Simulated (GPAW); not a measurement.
# PtSe2 (Sudovikovite) (P-3m1) in GPAW: further runs

The runs below take PtSe2 (Sudovikovite) through band structure, with LDA.

All numbers are computed with GPAW 26.7.0; they aren't measurements. Logs are shortened: lines on timing, memory, paths and dates and some standing lists are left out, and cuts for length are marked. The log counts tension as positive stress, the text compression.

### 1 Starting point

The structure is trigonal, space group P-3m1 (No. 164). Conventional cell: a = 3.724 Å, b = 3.724 Å, c = 5.062 Å, α = 90.00°, β = 90.00°, γ = 120.00°. Around Pt (site symmetry -3m) lie 6 Se at 2.49 Å. Around Se (site symmetry 3m) lie 3 Pt at 2.49 Å.

### 2 Band structure, LDA

Input file run.py:

```python
from ase.dft.bandgap import bandgap
from ase.io import read, write
from ase.units import GPa
from gpaw import GPAW, PW, setup_paths

setup_paths.insert(0, '.')

atoms = read('POSCAR')

calc = GPAW(mode=PW(600),
            xc='LDA',
            kpts={'size': (6, 6, 4), 'gamma': True},
            occupations={'name': 'fermi-dirac', 'width': 0.05},
            nbands=26,
            convergence={'density': 1e-05, 'energy': 1e-05},
            maxiter=150,
            txt='gpaw.txt')
atoms.calc = calc
energy = atoms.get_potential_energy()
forces = atoms.get_forces()
stress = atoms.get_stress()
calc.write('gs.gpw')
write('result.traj', atoms)
print(f'Energy: {energy:.6f} eV')
print('Forces (eV/A):')
print(forces.round(4))
print('Stress (GPa):', (stress / GPa).round(3))
print('Fermi level:', round(calc.get_fermi_level(), 4), 'eV')
print(f'Gap: {bandgap(calc)[0]:.4f} eV, direct: {bandgap(calc, direct=True)[0]:.4f} eV')

path = atoms.cell.bandpath('GMKGALHA,LM,KH', npoints=100, eps=1e-4)
bs_calc = calc.fixed_density(kpts=path, symmetry='off', nbands=41,
                             convergence={'bands': 'CBM+6.0', 'eigenstates': 1e-6}, txt='bands.txt')
bs = bs_calc.band_structure()
bs.write('bs.json')
print(f'Gap on the path: {bandgap(bs_calc)[0]:.4f} eV')
```

Input file POSCAR:

```
PtSe2
1.0
    3.7240000000      0.0000000000      0.0000000000
   -1.8620000000      3.2250786037      0.0000000000
    0.0000000000      0.0000000000      5.0620000000
Pt Se
1 2
Direct
    0.0000000000      0.0000000000      0.0000000000
    0.6666666667      0.3333333333      0.7500000000
    0.3333333333      0.6666666667      0.2500000000
```

Potentials or basis: PAW data sets generated in the run's folder for this functional, pw.

The run is started by

```bash
$ gpaw-setup -f LDA Pt Se
$ OMP_NUM_THREADS=1 python run.py
```

gpaw.txt:

```text
__  _  _
 | _ |_)|_||  |
 |__||  | ||/\| - 26.7.0

Input parameters:
  mode=PW(ecut=600.0),
  convergence={'density': 1e-05, 'energy': 1e-05},
  kpts=MonkhorstPack(size=(6, 6, 4), gamma=True),
  maxiter=150,
  nbands=26,
  occupations=Occupations(name='fermi-dirac', width=0.05),
  xc=XC(name='LDA')

Diagonalizing LCAO Hamiltonian
Converting LCAO to pw mode

            Se

        Se

       Pt

Atoms  # Å, Bohr magnetons
|   | symbol |         x |        y |        z |    initial magnetic moments |
|---|--------|-----------|----------|----------|-----------------------------|
| 0 |     Pt |  0.000000 | 0.000000 | 0.000000 | ( 0.0000,  0.0000,  0.0000) |
| 1 |     Se |  1.862000 | 1.075026 | 3.796500 | ( 0.0000,  0.0000,  0.0000) |
| 2 |     Se | -0.000000 | 2.150052 | 1.265500 | ( 0.0000,  0.0000,  0.0000) |

Unit cell  # Å
| periodic |         x |        y |        z |  lengths |     angles |
|----------|-----------|----------|----------|----------|------------|
|      yes |  3.724000 | 0.000000 | 0.000000 | 3.724000 |  90.000000 |
|      yes | -1.862000 | 3.225079 | 0.000000 | 3.724000 |  90.000000 |
|      yes |  0.000000 | 0.000000 | 5.062000 | 5.062000 | 120.000000 |

Number of symmetries: 12
Symmetry operations  # r_c * U_cc + t_c -> r_c
|    | kind |            matrix            |
|----|------|------------------------------|
|  0 |  σ   |  1, 1, 0,  0,-1, 0,  0, 0, 1 |
|  1 |  S6  |  1, 1, 0, -1, 0, 0,  0, 0,-1 |
|  2 |  E   |  1, 0, 0,  0, 1, 0,  0, 0, 1 |
|  3 |  C2  |  1, 0, 0, -1,-1, 0,  0, 0,-1 |
|  4 |  C2  |  0, 1, 0,  1, 0, 0,  0, 0,-1 |
|  5 |  C3  |  0, 1, 0, -1,-1, 0,  0, 0, 1 |
|  6 |  S6  |  0,-1, 0,  1, 1, 0,  0, 0,-1 |
|  7 |  σ   |  0,-1, 0, -1, 0, 0,  0, 0, 1 |
|  8 |  σ   | -1, 0, 0,  1, 1, 0,  0, 0, 1 |
|  9 |  i   | -1, 0, 0,  0,-1, 0,  0, 0,-1 |
| 10 |  C3  | -1,-1, 0,  1, 0, 0,  0, 0, 1 |
| 11 |  C2  | -1,-1, 0,  0, 1, 0,  0, 0,-1 |

BZ-sampling:
  Number of BZ points: 144
  Number of IBZ points: 24

  Monkhorst-Pack size: [6, 6, 4]
  Monkhorst-Pack shift: [0.08333333333333333, 0.08333333333333333, 0.125]

K-points  # in reciprocal-cell coordinates
|     |                                coordinates |     weight |
|-----|--------------------------------------------|------------|
|   0 | (  0.00000000,   0.00000000,   0.00000000) | 0.00694444 |
|   1 | (  0.00000000,   0.00000000,   0.25000000) | 0.01388889 |
|   2 | (  0.00000000,   0.00000000,   0.50000000) | 0.00694444 |
|   3 | (  0.16666667,   0.00000000,  -0.25000000) | 0.04166667 |
|   4 | (  0.16666667,   0.00000000,   0.00000000) | 0.04166667 |
|   5 | (  0.16666667,   0.00000000,   0.25000000) | 0.04166667 |
|   6 | (  0.16666667,   0.00000000,   0.50000000) | 0.04166667 |
|   7 | (  0.33333333,  -0.16666667,   0.00000000) | 0.04166667 |
|   8 | (  0.33333333,  -0.16666667,   0.25000000) | 0.08333333 |
|   9 | (  0.33333333,  -0.16666667,   0.50000000) | 0.04166667 |
| ... |                                            |            |
|  23 | (  0.50000000,   0.50000000,   0.50000000) | 0.02083333 |

Plane wave coefficients: 2051
Cutoff: 600.0 eV

Spin-components: 1 (collinear spins)
Bands:           26
Projectors:      16
Spin-degeneracy: 2
Datatype:        complex128

Parallelization:
  kpt:    1
  domain: 1
  band:   1

Density:
  Valence electrons: 28.0
  Components: 1
  Grid points: [24 24 30]
  Charge: 0.0  # |e|

Potential:
  Grid points: [24 24 30]

species:
  Pt:
    name:    Platinum
    Z:       78.0
    valence: 16
    core:    62
    charge:  0.0  # [|e|]
    compensation charges:
      type: gauss
      rc: 0.41  # [Å]
      lmax: 2
    cutoffs:
      filter: 2.26  # [Å]
      core: 2.26  # [Å]
    projectors
    | kind |    occ | energy [eV] | rcut [Å] |
    |------|--------|-------------|----------|
    |   6s |  1.000 |      -5.930 |    1.307 |
    |   5p |  6.000 |     -56.318 |    1.371 |
    |   6p |  0.000 |      -0.962 |    1.371 |
    |   5d |  9.000 |      -6.387 |    1.307 |
    |    s |        |      21.281 |    1.307 |
    |    d |        |      20.825 |    1.307 |

    Using partial waves for Pt as LCAO basis

  Se:
    name:    Selenium
    Z:       34.0
    valence: 6
    core:    28
    charge:  0.0  # [|e|]
    compensation charges:
      type: gauss
      rc: 0.27  # [Å]
      lmax: 2
    cutoffs:
      filter: 1.77  # [Å]
      core: 2.67  # [Å]
    projectors
    | kind |    occ | energy [eV] | rcut [Å] |
    |------|--------|-------------|----------|
    |   4s |  2.000 |     -17.472 |    0.847 |
    |   4p |  4.000 |      -6.656 |    1.005 |
    |    s |        |       9.739 |    0.847 |
    |    p |        |      20.555 |    1.005 |
    |    d |        |       0.000 |    0.847 |

    Using partial waves for Se as LCAO basis

Reference energy: -632131.096138  # eV

eigensolver:
  PPCG
  Converge bands: occupied
  niter=2

density mixing:
  MSR1-Mixer
  Pratt-step length: 0.05
  Maximum mixing coefficient: 0.75
  Old densities: 10
  SVD Regularization: 0.005
  Good broyden scale: 1.0
  Trust region scale: 1.0
  Backstep threshold: 4.0
  History deletion threshold: 6.0
  Fourier metric: weight=20.0, sigma=0.015

occupation numbers:
  Fermi-Dirac:
    width: 0.0500  # eV

poisson solver:
  ecut: 4800.0  # eV

xc functional:
  name: None

convergence criteria:
- Maximum integral of absolute [dens]ity change: 1e-05 electrons / valence electron
- Maximum [total energy] change in last 3 cyles: 1e-05 eV / valence electron
- Maximum integral of absolute [eigenst]ate change: 4e-08 eV^2 / valence electron
maximum number of iterations: 150

SCF iterations
|iter     | |      energy | eigst |  dens |
|---------|-|-------------|-------|-------|
|iter:   1| |  -18.440875 | +0.17 |       |
|iter:   2| |  -18.100104 | -2.06 | -1.13 |
|iter:   3| |  -17.515165 | -1.89 | -1.20 |
|iter:   4| |  -17.467497 | -3.38 | -1.60 |
|iter:   5| |  -17.446468 | -3.59 | -1.88 |
|iter:   6| |  -17.445749 | -4.80 | -2.64 |
|iter:   7| |  -17.445716 | -5.45 | -3.16 |
|iter:   8| |  -17.445718c| -6.83 | -3.93 |
|iter:   9| |  -17.445718c| -8.12c| -4.62 |
|iter:  10| |  -17.445718c| -7.90c| -4.97 |
|iter:  11| |  -17.445718c| -8.83c| -6.17c|

Converged in 11 steps
Energy contributions relative to reference atoms: (reference = -632131.096138)

Energy contributions:
  Kinetic:           7.416677
  Coulomb:          -8.658970
  Zero:             -0.546939
  External:          0.000000
  Xc:              -15.652492
  Entropy:          -0.007990
  Spinorbit:         0.000000
  ----------------------------
  Free energy:     -17.449713
  Extrapolated:    -17.445718

dipole moment: (-6.434677, -11.145188, -17.493200)  # |e|*Ang

Fermi level: 8.013
Eigenvalues  # (at kpt = [0.000, 0.000, 0.000])
| band index |      eig [eV] | occ [0-2] |
|------------|---------------|-----------|
|          0 |       -45.828 |     2.000 |
|        ... |               |           |
|          5 |         0.857 |     2.000 |
|          6 |         1.574 |     2.000 |
|          7 |         1.574 |     2.000 |
|          8 |         4.042 |     2.000 |
|          9 |         4.043 |     2.000 |
|         10 |         5.491 |     2.000 |
[... 8 lines left out ...]
|         19 |        15.332 |     0.000 |
|         20 |        19.805 |     0.000 |
|        ... |               |           |
|         25 |        20.587 |     0.000 |

No gap
No difference between direct/indirect transitions

Forces  # eV/Ang
|        x |        y |        z |
|----------|----------|----------|
|  0.00000 |  0.00000 |  0.00000 |  # Pt   0
| -0.00000 |  0.00000 | -0.18595 |  # Se   1
|  0.00000 | -0.00000 |  0.18595 |  # Se   2

Stress tensor  # eV/Ang^3
|         x |         y |        z |
|-----------|-----------|----------|
|  0.002216 | -0.000000 | 0.000000 |
| -0.000000 |  0.002216 | 0.000000 |
|  0.000000 |  0.000000 | 0.008555 |

# Writing to gs.gpw (mode='')
```

Run time: 2 min. Hardware: 1 thread of Arm Neoverse V1, shared host; peak memory 0.38 GiB.

What came out:

```yaml
Free_energy: -17.4497 eV
Pressure: -0.7 GPa
Largest_force: 0.186 eV/Å
Band_gap_along_the_path: none (metal or under the smearing width)
```

Forces in eV/Å, atoms in the order of the input:
```
Pt   0.000  0.000  0.000
Se   0.000  0.000 -0.186
Se   0.000  0.000  0.186
```

Stress tensor (GPa, compression positive):
```
-0.36  0.00  0.00
 0.00 -0.36  0.00
 0.00  0.00 -1.37
```

Levels at the corners of the path, in eV from the Fermi level:
```csv
point,band 12,band 13,band 14,band 15,band 16,band 17
Γ,-1.03,-1.03,0.43,1.47,1.47,3.56
M,-3.46,-3.38,-2.94,0.65,2.36,4.78
K,-2.65,-1.80,-1.80,0.00,0.00,4.08
Γ,-1.03,-1.03,0.43,1.47,1.47,3.56
A,-1.67,-1.46,-1.46,2.32,2.32,4.78
L,-3.18,-2.81,-1.34,1.00,1.49,4.57
H,-3.62,-2.47,-2.47,2.00,2.00,6.58
A,-1.67,-1.46,-1.46,2.32,2.32,4.78
L,-3.18,-2.81,-1.34,1.00,1.49,4.57
M,-3.46,-3.38,-2.94,0.65,2.36,4.78
K,-2.65,-1.80,-1.80,0.00,0.00,4.08
H,-3.62,-2.47,-2.47,2.00,2.00,6.58
```

Caveat: spin-orbit coupling is left out, which moves the levels of the heavy elements.

### 3 Band structure, LDA

run.py: that of step 2 with these lines changed.

```diff
@@ -1,9 +1,15 @@
 from ase.dft.bandgap import bandgap
-from ase.io import read, write
+from ase.io import write
+from ase.spacegroup import crystal
 from ase.units import GPa
-from gpaw import GPAW, PW, setup_paths
+from gpaw import GPAW, PW
 
-setup_paths.insert(0, '.')
-
-atoms = read('POSCAR')
+# Pt 1a
+# Se 2d
+atoms = crystal(['Pt', 'Se'],
+                basis=[[0.0, 0.0, 0.0],
+                       [0.6666666667, 0.3333333333, 0.75]],
+                spacegroup=164, setting=1,  # P-3m1
+                cellpar=[3.724, 3.724, 5.062, 90.0, 90.0, 120.0],
+                primitive_cell=True)
 
@@ -13,3 +19,4 @@
             occupations={'name': 'fermi-dirac', 'width': 0.05},
-            nbands=26,
+            setups={'Pt': '10'},
+            nbands=-12,
             convergence={'density': 1e-05, 'energy': 1e-05},
@@ -31,3 +38,3 @@
 path = atoms.cell.bandpath('GMKGALHA,LM,KH', npoints=100, eps=1e-4)
-bs_calc = calc.fixed_density(kpts=path, symmetry='off', nbands=41,
+bs_calc = calc.fixed_density(kpts=path, symmetry='off', nbands=-24,
                              convergence={'bands': 'CBM+6.0', 'eigenstates': 1e-6}, txt='bands.txt')
```

Potentials or basis: the program's PAW data sets (release 1.2.1) made for this functional, other valence, pw.

The run is started by

```bash
$ OMP_NUM_THREADS=1 python run.py
```

Run time: 1.8 min. Hardware: 1 thread of Arm Neoverse V1, shared host; peak memory 0.36 GiB.

It converged, with:

```
Free energy             : -16.9996 eV
Pressure                : 0.1 GPa
Largest force           : 0.299 eV/Å
Band gap along the path : none (metal or under the smearing width)
```

Forces on the atoms (eV/Å):
```
Pt   0.000  0.000  0.000
Se   0.000  0.000 -0.299
Se   0.000  0.000  0.299
```

Stress tensor (GPa, compression positive):
```
 0.55  0.00  0.00
 0.00  0.55  0.00
 0.00  0.00 -0.87
```

Levels at the corners of the path, in eV from the Fermi level:
| point | band 7 | band 8 | band 9 | band 10 | band 11 | band 12 | band 13 | band 14 | band 15 |
| --- | --- | --- | --- | --- | --- | --- | --- | --- | --- |
| Γ | -4.00 | -2.54 | -1.02 | -1.02 | 0.46 | 1.46 | 1.46 | 3.55 | 4.02 |
| M | -3.71 | -3.53 | -3.48 | -3.40 | -2.97 | 0.64 | 2.36 | 4.75 | 5.81 |
| K | -4.75 | -3.75 | -2.67 | -1.82 | -1.82 | -0.01 | -0.01 | 4.03 | 7.60 |
| Γ | -4.00 | -2.54 | -1.02 | -1.02 | 0.46 | 1.46 | 1.46 | 3.55 | 4.02 |
| A | -4.03 | -2.96 | -1.70 | -1.45 | -1.45 | 2.31 | 2.31 | 4.77 | 6.22 |
| L | -3.52 | -3.49 | -3.20 | -2.83 | -1.35 | 0.99 | 1.48 | 4.53 | 4.73 |
| H | -4.52 | -4.20 | -3.64 | -2.49 | -2.49 | 2.01 | 2.01 | 6.54 | 7.27 |
| A | -4.03 | -2.96 | -1.70 | -1.45 | -1.45 | 2.31 | 2.31 | 4.77 | 6.22 |
| L | -3.52 | -3.49 | -3.20 | -2.83 | -1.35 | 0.99 | 1.48 | 4.53 | 4.73 |
| M | -3.71 | -3.53 | -3.48 | -3.40 | -2.97 | 0.64 | 2.36 | 4.75 | 5.81 |
| K | -4.75 | -3.75 | -2.67 | -1.82 | -1.82 | -0.01 | -0.01 | 4.03 | 7.60 |
| H | -4.52 | -4.20 | -3.64 | -2.49 | -2.49 | 2.01 | 2.01 | 6.54 | 7.27 |

Caveat: spin-orbit coupling is left out, which moves the levels of the heavy elements.
